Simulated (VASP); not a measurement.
# Pb (C2/m) in VASP: a series of runs

The runs below take Pb through single point, with LDA.

Everything below comes from runs of VASP 6.6.1. Logs are shortened: lines on timing, memory, paths and dates and some standing lists are left out, and cuts for length are marked.

### Step 1. Starting point

Symmetry: C2/m, No. 12, monoclinic system. The conventional cell has a = 6.077 Å, b = 3.501 Å, c = 6.452 Å, α = 90.00°, β = 109.14°, γ = 90.00°. Pb (site symmetry m) has 10 Pb at 3.34 to 3.51 Å as nearest neighbours.

This isn't the form of Pb at room conditions, which is fcc.

### Step 2. Single point, LDA

INCAR

```
SYSTEM = Pb
ADDGRID = .False. ; ALGO = Normal
EDIFF = 1E-6 ; ENCUT = 340
GGA = CA ; ISIF = 2
ISMEAR = 1 ; LASPH = .True.
LCHARG = .False. ; LREAL = .False.
LWAVE = .False. ; NELM = 100
PREC = Accurate ; SIGMA = 0.2
```

KPOINTS

```
k-points
0
Gamma
  16 16 8
  0 0 0
```

POSCAR

```
Pb
1.0
    3.0386068135     -1.7503199600      0.0000000000
    3.0386068135      1.7503199600      0.0000000000
   -2.1154626375      0.0000000000      6.0952248674
Pb
2
Direct
    0.9085084100      0.9085084100      0.7262922000
    0.0914915900      0.0914915900      0.2737078000
```

Potentials or basis: VASP PAW LDA potentials, release 64 (Pb_d).

The run is started by

```bash
> cat potpaw_LDA.64/Pb_d/POTCAR > POTCAR
> mpirun -np 1 vasp_std > vasp.out
```

OUTCAR:

```text
SYSTEM = Pb
   EDIFF = 1E-6
   ENCUT = 340
   GGA = CA
   ISIF = 2
   ISMEAR = 1
   LASPH = .True.
   LREAL = .False.
   NELM = 100
   PREC = Accurate

 Found    554 irreducible k-points:

 Following reciprocal coordinates:
            Coordinates               Weight
  0.000000  0.000000  0.000000      1.000000
  0.062500  0.000000  0.000000      4.000000
  0.125000  0.000000  0.000000      4.000000
  0.187500  0.000000 -0.000000      4.000000
  0.250000  0.000000  0.000000      4.000000
  0.312500  0.000000  0.000000      4.000000
   k-points           NKPTS =    554   k-points in BZ     NKDIM =    554   number of bands    NBANDS=     18
   number of dos      NEDOS =    301   number of ions     NIONS =      2
   total plane-waves  NPLWV =  23040
   dimension x,y,z NGX =    24 NGY =   24 NGZ =   40
   dimension x,y,z NGXF=    48 NGYF=   48 NGZF=   80
   ions per type =               2
   NGX,Y,Z   is equivalent  to a cutoff of  11.38, 11.38, 10.31 a.u.
   NGXF,Y,Z  is equivalent  to a cutoff of  22.76, 22.76, 20.61 a.u.
 SYSTEM =  Pb
   PREC   = accura    normal or accurate (medium, high low for compatibility)
   ISTART =      0    job   : 0-new  1-cont  2-samecut
   ICHARG =      2    charge: 1-file 2-atom 10-const
   ISPIN  =      1    spin polarized calculation?
   LNONCOLLINEAR =      F non collinear calculations
   LSORBIT =      F    spin-orbit coupling
   LASPH  =      T    aspherical Exc in radial PAW
   ENCUT  =  340.0 eV  24.99 Ry    5.00 a.u.   5.27  5.27  9.70*2*pi/ulx,y,z
   NELM   =    100;   NELMIN=  2; NELMDL= -5     # of ELM steps
   EDIFF  = 0.1E-05   stopping-criterion for ELM
   LREAL  =      F    real-space projection
   EDIFFG = 0.1E-04   stopping-criterion for IOM
   NSW    =      0    number of steps for IOM
   IBRION =     -1    ionic relax: 0-MD 1-quasi-New 2-CG
   NFREE  =      0    steps in history (QN), initial steepest desc. (CG)
   ISIF   =      2    stress and relaxation
   ISYM   =      2    0-nonsym 1-usesym 2-fastsym
   POTIM  = 0.5000    time-step for ionic-motion
   TEBEG  =    0.0;   TEEND  =   0.0 temperature during run
   PSTRESS=    0.0 pullay stress
   NELECT =      28.0000    total number of electrons
   NUPDOWN=      -1.0000    fix difference up-down
   EMIN   =  10.00;   EMAX   =-10.00  energy-range for DOS
   EFERMI =   0.00;   METHOD = LEGACY
   ISMEAR =     1;   SIGMA  =   0.20  broadening in eV -4-tet -1-fermi 0-gaus
   EFERMI_NEDOS =   21; number of points for ismear=-14 and -15
   IALGO  =     38    algorithm
   IMIX   =      4    mixing-type and parameters
     AMIX     =   0.40;   BMIX     =  1.00
     AMIX_MAG =   1.60;   BMIX_MAG =  1.00
  volume/ion in A,a.u.               =      32.42       218.77
  Fermi-wavevector in a.u.,A,eV,Ry     =   1.237438  2.338420 20.833975  1.531254
  Thomas-Fermi vector in A             =   2.372006
   LORBIT       =      0    0 simple, 1 ext, 2 COOP (PROOUT), +10 PAW based schemes
   GGA     = CA    functional components
   LHFCALC =     F    Hartree Fock is set to
   AEXX    =    0.0000 exact exchange contribution
   IVDW    =     0    specifies the selected vdW correction
   LEPSILON=     F    determine dielectric tensor
   LRPA    =     F    only Hartree local field effects (RPA)
 non-spin polarized calculation
 Methfessel and Paxton  Order N= 1 SIGMA  =   0.20
  energy-cutoff  :      340.00
  volume of cell :       64.84
 maximum number of plane-waves:       937
 NGX is ok and might be reduce to    24
   NGX = 11   NGY = 11   NGZ = 19

 number of electron      28.0000016 magnetization

 Free energy of the ion-electron system (eV)
  ---------------------------------------------------
  ext. energy  EPLUGINS =         0.00000000
  ---------------------------------------------------
  free energy    TOTEN  =        -8.32129355 eV

  energy without entropy =       -8.32183921  energy(sigma->0) =       -8.32147544

 E-fermi :   6.2787     XC(G=0): -10.0943

 val. band max:        6.2732148838   @ k =  -0.3750   0.1250   0.2500
 cond. band min:       6.2805682296   @ k =  -0.3750   0.3125   0.1250
 fundamental gap:      0.0073533459
 Fermi energy:         6.2787044576

 k-point     1 :       0.0000    0.0000    0.0000
  band No.  band energies     occupation
      1     -10.8203      2.00000
      2     -10.7104      2.00000
      3     -10.7102      2.00000
      4     -10.7071      2.00000
      5     -10.7066      2.00000
      6     -10.6835      2.00000
[... 10 lines left out ...]
     17      12.6928      0.00000
     18      12.8060      0.00000

 k-point     2 :       0.0625    0.0000    0.0000
  band No.  band energies     occupation
      1     -10.8168      2.00000
      2     -10.7146      2.00000
      3     -10.7095      2.00000
      4     -10.7018      2.00000
      5     -10.6997      2.00000
      6     -10.6725      2.00000
[... 10 lines left out ...]
     17      12.6752      0.00000
     18      12.8053      0.00000

 k-point     3 :       0.1250    0.0000    0.0000
  band No.  band energies     occupation
      1     -10.8073      2.00000
      2     -10.7270      2.00000
      3     -10.7161      2.00000
      4     -10.6793      2.00000
      5     -10.6750      2.00000
      6     -10.6484      2.00000
[... 10 lines left out ...]
     17      12.5413      0.00000
     18      12.6647      0.00000

 k-point     4 :       0.1875    0.0000   -0.0000
  band No.  band energies     occupation
      1     -10.7963      2.00000
      2     -10.7424      2.00000
      3     -10.7259      2.00000
      4     -10.6500      2.00000
      5     -10.6464      2.00000
      6     -10.6377      2.00000
[... 10 lines left out ...]
     17      12.0420      0.00000
     18      12.6454      0.00000

 k-point     5 :       0.2500    0.0000    0.0000
  band No.  band energies     occupation
      1     -10.7935      2.00000
      2     -10.7555      2.00000
      3     -10.7347      2.00000
      4     -10.6778      2.00000
      5     -10.6293      2.00000
      6     -10.5957      2.00000
[... 10 lines left out ...]
     17      11.4828      0.00000
     18      12.5122      0.00000

 k-point     6 :       0.3125    0.0000    0.0000
  band No.  band energies     occupation
      1     -10.8044      2.00000
      2     -10.7665      2.00000
      3     -10.7393      2.00000
      4     -10.7093      2.00000
      5     -10.6276      2.00000
      6     -10.5574      2.00000
[... 10 lines left out ...]
     17      10.9743      0.00000
     18      12.0201      0.00000

 [... further k-points ...]

------------------------ aborting loop because EDIFF is reached ----------------------------------------

  FORCE on cell =-STRESS in cart. coord.  units (eV):
  Direction    XX          YY          ZZ          XY          YZ          ZX
  --------------------------------------------------------------------------------------
  -------------------------------------------------------------------------------------
  Total       -1.5686142     -1.5238276     -1.2759883      0.0000000      0.0000000      0.0066679
  in kB      -38.7627905    -37.6560469    -31.5315696      0.0000000      0.0000000      0.1647748
  external PRESSURE =     -35.9834690 kB  Pullay stress =       0.0000000 kB

 VOLUME and BASIS-vectors are now :
 -----------------------------------------------------------------------------
  energy-cutoff  :      340.00
  volume of cell :       64.84
      direct lattice vectors                 reciprocal lattice vectors
     3.038606813 -1.750319960  0.000000000     0.164549095 -0.285662057  0.057109864
     3.038606813  1.750319960  0.000000000     0.164549095  0.285662057  0.057109864
    -2.115462637  0.000000000  6.095224867     0.000000000  0.000000000  0.164062856

 POSITION                                       TOTAL-FORCE (eV/Angst)
 -----------------------------------------------------------------------------------
      3.98476      0.00000      4.42691         0.010941      0.000000     -0.063107
     -0.02300      0.00000      1.66831        -0.010941      0.000000      0.063107
 -----------------------------------------------------------------------------------
    total drift:                                0.000000      0.000000     -0.000000

  FREE ENERGIE OF THE ION-ELECTRON SYSTEM (eV)
  ---------------------------------------------------
  free  energy   TOTEN  =        -8.3212935510 eV

  energy  without entropy=       -8.3218392102  energy(sigma->0) =       -8.32147544
```

It took 75 s on 1 thread of Intel Xeon 6975P-C (Granite Rapids), shared host; peak memory 0.36 GiB.

These settings aren't checked as converged: the numbers below hold their error.

Results:

- Free energy: -8.3213 eV
- Pressure: -3.6 GPa
- Largest force: 0.064 eV/Å
- Band gap on the k mesh: none (metal or under the smearing width)

### Step 3. Single point, LDA

INCAR is that of step 2.

KPOINTS is that of step 2.

POSCAR

```
Pb
1.0
    3.0386068135     -1.7503199600      0.0000000000
    3.0386068135      1.7503199600      0.0000000000
   -2.1154626375      0.0000000000      6.0952248674
Pb
2
Direct
    0.9226740000      0.9042520000      0.7213670000
    0.1042030000      0.0659440000      0.2801110000
```

Potentials or basis: VASP PAW LDA potentials, release 64 (Pb_d).

The run is started by

```bash
> cat potpaw_LDA.64/Pb_d/POTCAR > POTCAR
> mpirun -np 1 vasp_std > vasp.out
```

Wall time 2.3 min (1 thread of Intel Xeon 6975P-C (Granite Rapids), shared host); peak memory 0.56 GiB.

These settings aren't checked as converged: the numbers below hold their error.

What came out:

- Free energy: -8.3201 eV
- Pressure: -3.2 GPa
- Largest force: 0.093 eV/Å
- Band gap on the k mesh: none (metal or under the smearing width)

### Step 4. Single point, LDA

Changes to INCAR since step 3:

```diff
@@ -2,3 +2,3 @@
 ADDGRID = .False. ; ALGO = Normal
-EDIFF = 1E-6 ; ENCUT = 340
+EDIFF = 1E-6 ; ENCUT = 460
 GGA = CA ; ISIF = 2
```

KPOINTS

```
k-points
0
Gamma
  14 14 7
  0 0 0
```

POSCAR

```
Pb
1.0
    3.0386068135     -1.7503199600      0.0000000000
    3.0386068135      1.7503199600      0.0000000000
   -2.1154626375      0.0000000000      6.0952248674
Pb
2
Direct
    0.9085084100      0.9085084100      0.7262922000
    0.0914915900      0.0914915900      0.2737078000
```

The run is started by

```bash
> cat potpaw_LDA.64/Pb_d/POTCAR > POTCAR
> mpirun -np 1 vasp_std > vasp.out
```

It took 1.7 min on 1 thread of Intel Xeon 6975P-C (Granite Rapids), shared host; peak memory 0.38 GiB.

The run converged, but some of its settings lie outside the range that counts as converged, so its numbers aren't taken as properties of the crystal.

What came out:

```yaml
Free_energy: -8.3244 eV
Pressure: -3.0 GPa
Largest_force: 0.081 eV/Å
Band_gap_on_the_k_mesh: none (metal or under the smearing width)
```
